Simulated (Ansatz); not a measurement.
An Ansatz input (plane waves, PAW) for ZnO that has something wrong with it:

```yaml
crystal:
  lattice:
    - [3.27944010338, 0.0, 0.0]
    - [-1.63972005169, 2.840078439717, 0.0]
    - [0.0, 0.0, 5.2934578245]
  atoms:
    - { symbol: Zn, position: [0.3333333333333, 0.6666666666667, 0.0015089686], spin: 2.0 }
    - { symbol: Zn, position: [0.6666666666667, 0.3333333333333, 0.5015089686] }
    - { symbol: O, position: [0.3333333333333, 0.6666666666667, 0.3805910314] }
    - { symbol: O, position: [0.6666666666667, 0.3333333333333, 0.8805910314] }
basis:
  ecutwfc: 420
  ecutrho_ratio: 4
kpoints:
  mp_grid: { grid: [12, 12, 8] }
hamiltonian:
  xc: pbe
scf:
  occupations: { method: gaussian, width: 0.05 }
  max_iter: 75
output:
  forces: true
  stress: true
```

Launched as:
```sh
ansatz run input.yaml --threads 4 --pin off --max-ram 7168MiB --backend cpu --events-out ev --progress --plain --runs-dir out
```

Problem. What is wrong with it?

Solution. A moment without spin polarisation. Against the sound input: crystal.atoms[0].spin: 2.0 (the cap on iterations is only a precaution).

What the program printed:

```
Error: inconsistent input (magnetization.spin_polarized): false but per-atom `spin:`, `per_species`, `initial_magnetization`, `magnetic_field`, or `spin_locking` is set
```

The input was refused before any iteration. Cost: 0.02 s on 4 threads of Arm Neoverse V2, with other jobs on the host, peak memory 0.029 GiB. The run before the change (PBE, 420 eV, 12×12×8 mesh) gave:

| run | P (GPa) | gap on the mesh (eV) | cell moment (μB) | largest force component (eV/Å) |
| --- | --- | --- | --- | --- |
| sound | 0.0 | 0.74 | – | 0.000 |

The chain of runs began from a measured cell (COD), expanded in volume.

Of that run: Semilocal functionals underestimate band gaps, commonly by a third or more.
